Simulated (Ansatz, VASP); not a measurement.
## One calculation of CdS, two programs

Contents of INCAR:

```
  PREC = Accurate
  ENCUT = 520
  EDIFF = 1E-8
  ISMEAR = -1
  SIGMA = 0.02
  LREAL = F
  LASPH = T
  NELM = 100
  ALGO = Normal
  ISIF = 2
  LWAVE = F
  LCHARG = F
  GGA = PE
  LEFG = T
  NBANDS = 16
```

KPOINTS

```
regular mesh
0
Gamma
  7 7 7
```

File POSCAR:

```
CdS
1.0
   -0.0294295346      2.9282386976      2.9282386976
    2.9282386976     -0.0294295346      2.9282386976
    2.9282386976      2.9282386976     -0.0294295346
Cd S
1 1
Direct
    0.0000000000      0.0000000000      0.0000000000
    0.7500000000      0.7500000000      0.7500000000
```

Input for Ansatz:

```yaml
crystal:
  lattice:
    - [-0.0294295346, 2.9282386976, 2.9282386976]
    - [2.9282386976, -0.0294295346, 2.9282386976]
    - [2.9282386976, 2.9282386976, -0.0294295346]
  atoms:
    - { symbol: Cd, position: [0.0, 0.0, 0.0] }
    - { symbol: S, position: [0.75, 0.75, 0.75] }
kpoints:
  mp_grid: { grid: [7, 7, 7] }
scf:
  occupations: { method: fermi_dirac, width: 0.02 }
hamiltonian:
  xc: pbe
  pseudopotentials: { kind: all_electron, datasets: crystal }
output:
  forces: true
  stress: true
  eigenvalues: true
  efg: { contact_densities: true }
```

Change from the starting cell: equal xy, yz and zx shear strains of -1 %, crystal datasets.

Alike in both runs: task electric field gradients; functional PBE; k mesh 7 × 7 × 7; occupations fermi-dirac, width 0.02 eV; no spin polarisation.

|  | VASP | Ansatz |
| --- | --- | --- |
| version | VASP 6.6.1 | Ansatz 0.2.0 |
| potentials or method | VASP PAW PBE potentials, release 64 (Cd, S) | all-electron PAW with datasets made for the crystal, scalar-relativistic |
| plane-wave cutoff (eV) | 520 | see its input |

VASP gave:

* gap on the k mesh at the Fermi level (eV): 1.06
* pressure (GPa): 1.5
* largest component of the traceless stress (GPa): 0.52
* rms of the force components (eV/Å): 0.066
* Vzz of the field gradient on the site that differs most (V/Å²): -11.2

**Question.** Which values does Ansatz return?

**Answer.** gap on the k mesh at the Fermi level (eV): 1.06; pressure (GPa): 1.2; largest component of the traceless stress (GPa): 0.51; rms of the force components (eV/Å): 0.063; Vzz of the field gradient on the site that differs most (V/Å²): -10.2.

Atom by atom the forces differ by 0.002 eV/Å (rms over components). Ansatz ran all-electron here, so the differences hold the error of VASP's frozen core and of both bases. Ansatz warned: «gradients_without_spin_orbit».
